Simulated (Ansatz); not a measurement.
The system is HfO2.

```
CELL_PARAMETERS angstrom
5.55640 0.00000 0.00000
0.00000 3.33360 0.00000
0.00000 0.00000 6.50500
ATOMIC_POSITIONS crystal
Hf 0.74868 0.75000 0.60787
Hf 0.25132 0.25000 0.39213
Hf 0.24868 0.75000 0.89213
Hf 0.75132 0.25000 0.10787
O 0.63950 0.25000 0.42340
O 0.36050 0.75000 0.57660
O 0.13950 0.25000 0.07660
O 0.86050 0.75000 0.92340
O 0.52079 0.25000 0.84145
O 0.47921 0.75000 0.15855
O 0.02079 0.25000 0.65855
O 0.97921 0.75000 0.34145
```

Measurements of this composition are mostly on another form, of space group No. 14.

Base run:

- Program: Ansatz 0.2.0
- Functional: PBE
- Potentials or basis: Ansatz PAW
- Cutoff: 420 eV (not typed: the program's choice for these potentials)
- k mesh: 4 × 6 × 3
- Occupations: fermi-dirac, width 0.05 eV
- Spin: no spin polarisation

Its results: band gap on the k mesh 3.46 eV, direct; pressure 3.3 GPa; largest force 0.061 eV/Å.

**Question.** The run is repeated on the same cell with these changes: functional from PBE to revPBE. What comes out?

**Answer.** Band gap on the k mesh 3.50 eV, direct; pressure 7.4 GPa; largest force 0.092 eV/Å.

revPBE binds less tightly than PBE, so the same cell stands under more pressure.

Caveats: spin-orbit coupling is left out, which moves the levels of the heavy elements; the PAW data sets come from PBE, with cores solved anew for the run's functional, which leaves a small shift of forces and pressure (some runs).
